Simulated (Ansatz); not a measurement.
# V_N (site 1) in CaTiN2 (Pmmn): charge-transition levels and formation energies, part 2 of 2

Wanted: the transition levels of a vacancy in CaTiN2 (Pmmn), from a cell of 32 host atoms with 1 N taken out.

Ansatz; place-levels on PBE runs: charge-transition levels and formation energies with image-charge correction and potential alignment at the atomic sites; PAW set soft_1.

So far. Step 5 (Placing the levels, PBE, k-mesh 1x1x1 Gamma): Under PBE the gap is 0.63 eV, (+2/+1) 0.41, (+1/0) 0.67 (outside the gap) (with band filling) eV. Step 6 (place-levels, PBE, k-mesh 1x1x1 zone corner): Under PBE the gap is 0.78 eV, (+2/+1) 0.04, (+1/0) 0.82 (outside the gap) (with band filling) eV; the stage before (PBE, at other k-points) gave a gap of 0.63 eV and levels within 0.37 eV of these.

## (7) Levels against the band edges, PBE, k-mesh 2x2x2 Gamma

The energy is taken again at a 2×2×2 Γ-centred mesh, on the same structure.

Contents of qp1.s2/input.yaml:

```yaml
crystal:
  checkpoint: "../qp1.relax.run"
  host: checkpoint
total_charge: 1
basis:
  ecutwfc: 420
  xc_grid: 2
hamiltonian:
  xc: pbe
  pseudopotentials: { kind: paw, azcp: { folder: soft_1 } }
kpoints:
  mp_grid: { grid: [2, 2, 2] }
scf:
  occupations: { method: fermi_dirac, width: 0.01 }
  max_iter: 60
output:
  forces: true
  eigenvalues: true
  charged_corrections:
    epsilon: [8.87, 9.5, 7.71]
    static_epsilon: [45.46, 42.9, 19.17]
    defect_position: [0.5, 0.5, 0.476001]
checkpoint:
  read: "../qp1.relax.run"
  write: "../qp1.s2.run"
  compress: false
  write_wavefunctions: false
  write_every: 100000
```

Wall time 10 s (4 threads of Arm Neoverse V2, shared host); peak memory 1.7 GiB; 38 s of CPU time.

Contents of levels.s2.yaml:

```yaml
host:
  run: host.s2.run
states: [q0_M1.s2.run, qp1.s2.run, qp2_M1.s2.run]
geometry_from:
  q0_M1.s2.run: q0_M1.relax.run
  qp1.s2.run: qp1.relax.run
  qp2_M1.s2.run: qp2_M1.relax.run
  host.s2.run: host.relax.run
chemical_potentials:
  "N":
    energy: -384.01636
    dataset: "<sha256 of the dataset>"
```

Command:

```bash
> ansatz place-levels levels.s2.yaml -- --threads 4 --pin off --max-ram 15073MiB
```

Numbers of over 12 decimals in the logs are rounded to 6 here.

Output:

```text
(+2/+1) 0.340 eV above the valence edge, 0.404 eV under the conduction edge
[...]
formation energy of charge +2: +1.008 eV with the Fermi level at the valence edge
formation energy of charge +1: +1.348 eV with the Fermi level at the valence edge
formation energy of charge 0: +2.118 eV with the Fermi level at the valence edge
  edges by pbe, gap 0.744 eV; the host is sampled to repeats of 14.63 Å
[... the lines on each state left out ...]
```

Wall time 0.14 s (4 threads).

Under PBE the gap is 0.74 eV, (+2/+1) 0.34, (+1/0) 0.77 (outside the gap) (with band filling) eV; the stage before (PBE, at other k-points) gave a gap of 0.78 eV and levels within 0.30 eV of these.

## (8) Placing the levels, PBE, k-mesh 2x2x2 shifted

The energy is taken again at a 2×2×2 shifted mesh, on the same structure.

qp1.s3/input.yaml, as its differences from qp1.s2/input.yaml of step 7:

```diff
@@ -11,3 +11,3 @@
 kpoints:
-  mp_grid: { grid: [2, 2, 2] }
+  mp_grid: { grid: [2, 2, 2], shift: [0.5, 0.5, 0.5] }
 scf:
@@ -24,3 +24,3 @@
   read: "../qp1.relax.run"
-  write: "../qp1.s2.run"
+  write: "../qp1.s3.run"
   compress: false
```

It took 11 s on 4 threads; peak memory 1.5 GiB; 42 s of CPU time.

Contents of levels.s3.yaml:

```yaml
host:
  run: host.s3.run
states: [q0_M1.s3.run, qp1.s3.run, qp2_M1.s3.run]
geometry_from:
  q0_M1.s3.run: q0_M1.relax.run
  qp1.s3.run: qp1.relax.run
  qp2_M1.s3.run: qp2_M1.relax.run
  host.s3.run: host.relax.run
chemical_potentials:
  "N":
    energy: -384.01636
    dataset: "<sha256 of the dataset>"
```

Command:

```bash
> ansatz place-levels levels.s3.yaml -- --threads 4 --pin off --max-ram 15073MiB
```

Output:

```text
(+2/+1) 0.245 eV above the valence edge, 0.509 eV under the conduction edge
[...]
formation energy of charge +2: +1.023 eV with the Fermi level at the valence edge
formation energy of charge +1: +1.269 eV with the Fermi level at the valence edge
formation energy of charge 0: +2.040 eV with the Fermi level at the valence edge
  edges by pbe, gap 0.755 eV; the host is sampled to repeats of 21.05 Å
[... the lines on each state left out ...]
```

The job ended after 0.14 s (4 threads).

Under PBE the gap is 0.75 eV, (+2/+1) 0.25, (+1/0) 0.77 (outside the gap) (with band filling) eV; the stage before (PBE, at other k-points) gave a gap of 0.74 eV and levels within 0.09 eV of these.

## (9) Placing the levels, PBE, k-mesh 3x3x3 Gamma

The energy is taken again at a 3×3×3 Γ-centred mesh, on the same structure.

qp1.s4/input.yaml, as its differences from qp1.s3/input.yaml of step 8:

```diff
@@ -11,3 +11,3 @@
 kpoints:
-  mp_grid: { grid: [2, 2, 2], shift: [0.5, 0.5, 0.5] }
+  mp_grid: { grid: [3, 3, 3] }
 scf:
@@ -24,3 +24,3 @@
   read: "../qp1.relax.run"
-  write: "../qp1.s3.run"
+  write: "../qp1.s4.run"
   compress: false
```

The job ended after 37 s (4 threads; peak memory 1.9 GiB; 2.5 min of CPU time).

Contents of levels.s4.yaml:

```yaml
host:
  run: host.s4.run
states: [q0_M1.s4.run, qp1.s4.run, qp2_M1.s4.run]
geometry_from:
  q0_M1.s4.run: q0_M1.relax.run
  qp1.s4.run: qp1.relax.run
  qp2_M1.s4.run: qp2_M1.relax.run
  host.s4.run: host.relax.run
chemical_potentials:
  "N":
    energy: -384.01636
    dataset: "<sha256 of the dataset>"
```

Command:

```bash
> ansatz place-levels levels.s4.yaml -- --threads 4 --pin off --max-ram 15073MiB
```

Output:

```text
(+2/+1) 0.304 eV above the valence edge, 0.448 eV under the conduction edge
[...]
formation energy of charge +2: +1.025 eV with the Fermi level at the valence edge
formation energy of charge +1: +1.329 eV with the Fermi level at the valence edge
formation energy of charge 0: +2.102 eV with the Fermi level at the valence edge
  edges by pbe, gap 0.752 eV; the host is sampled to repeats of 21.95 Å
[... the lines on each state left out ...]
```

Elapsed: 0.16 s, on 4 threads.

Under PBE the gap is 0.75 eV, (+2/+1) 0.30, (+1/0) 0.77 (outside the gap) (with band filling) eV; the stage before (PBE, at other k-points) gave a gap of 0.75 eV and levels within 0.06 eV of these.

## (10) Cost and result

Levels between neighbouring charges, in eV above each run's own valence top:

|  | gap (eV) | (+2/+1) | (+1/0) | CPU time a state at this stage (restarts are quicker than cold starts) |
| --- | --- | --- | --- | --- |
| PBE, 2×2×2 shifted mesh | 0.75 | 0.25 | 0.77 | 2 min |
| k-mesh 1x1x1 Gamma | 0.63 | 0.41 | 0.67 | 16 s |
| k-mesh 1x1x1 zone corner | 0.78 | 0.04 | 0.82 | 16 s |
| k-mesh 2x2x2 Gamma | 0.74 | 0.34 | 0.77 | 91 s |
| k-mesh 2x2x2 shifted | 0.75 | 0.25 | 0.77 | 97 s |
| k-mesh 3x3x3 Gamma | 0.75 | 0.30 | 0.77 | 5.5 min |

Cost of the single points in the series (mean over the states), on Arm Neoverse V2, shared host:

| setting | threads | wall time | peak memory (GiB) | SCF cycles | plane waves |
| --- | --- | --- | --- | --- | --- |
| k-mesh 1x1x1 Gamma | 4 | 4.5 s | 0.73 | 12 | 8447 |
| k-mesh 1x1x1 zone corner | 4 | 4.4 s | 0.91 | 11 | 8447 |
| k-mesh 2x2x2 Gamma | 4 | 23 s | 2.0 | 11 | 8447 |
| k-mesh 2x2x2 shifted | 4 | 25 s | 1.7 | 9 | 8447 |
| k-mesh 3x3x3 Gamma | 4 | 86 s | 2.4 | 10 | 8447 |

## (11) Summary of results

```
gap of the host                                                             : 0.75 eV (PBE)
level (plus 2/plus 1)                                                       : 0.25 eV above the valence top
level (plus 1/0)                                                            : 0.77 eV above the valence top, past the conduction bottom (1.24 eV above the valence top without the band-filling term)
lowest of the charges placed, just above the valence top (0.02 eV)          : +2
lowest of the charges placed, just below the conduction bottom (0.02 eV)    : +1
lowest formation energy at mid-gap of the charges run, elemental references : 1.65 eV
```

In words: Of the charges placed (0, +1 and +2), the lowest changes at 0.25 eV (+2/+1) above the valence top, in a gap of 0.75 eV. Charges above +2 and below 0 were not placed, so these runs say nothing of levels that involve them. States placed: +2 at 1 μB; +1 at 0 μB; 0 at 1 μB. Other spin states or structures, where not listed, weren't placed. The program finds carriers beyond a band edge of the host and adds a band-filling term at charge 0 (-0.47 eV); steps to such a charge show no bound level, and a defect level inside a band would be read the same way. Against the last setting (k-mesh 3x3x3 Gamma) the levels differ by up to 0.11 eV at k-mesh 1x1x1 Gamma, 0.26 eV at k-mesh 1x1x1 zone corner, 0.04 eV at k-mesh 2x2x2 Gamma, 0.06 eV at k-mesh 2x2x2 shifted; coarse members of the series are not the defect's levels. Going from one point at (¼, ¼, ¼) to a 2×2×2 shifted mesh moves the levels that carry no band-filling term by up to 0.01 eV and formation energies against the elements by up to 0.01 eV; band-filling terms, which differ between samplings, are in these energies. What this leaves open: the images are only 7.3 Å apart; PBE makes the gap too small and tends to spread out bound carriers; where a gas molecule sets a chemical potential or the host's formation energy, its binding is uncorrected; force components of up to 0.27 eV/Å remain in a run at the final settings.

[Logs are printed without paths, hosts, clocks, repeated set-up lines and the standing remarks that a program may print on its own settings, such as how far it seeks lower states.]

[Hosts, paths, dates, database ids (printed as entryN), source tags and the programs' standing remarks are cut or masked in the printed files.]

[Where a table of states has a column of steps, it counts the stored structures, which are thinned; the runs took as many ionic steps or more.]

[A defect's name tells the site on which it was built; relaxed atoms can leave that site.]

[For some hosts the program warned that the k-mesh of the response run may be too coarse for force constants and the static dielectric constant; such warnings are not shown here.]
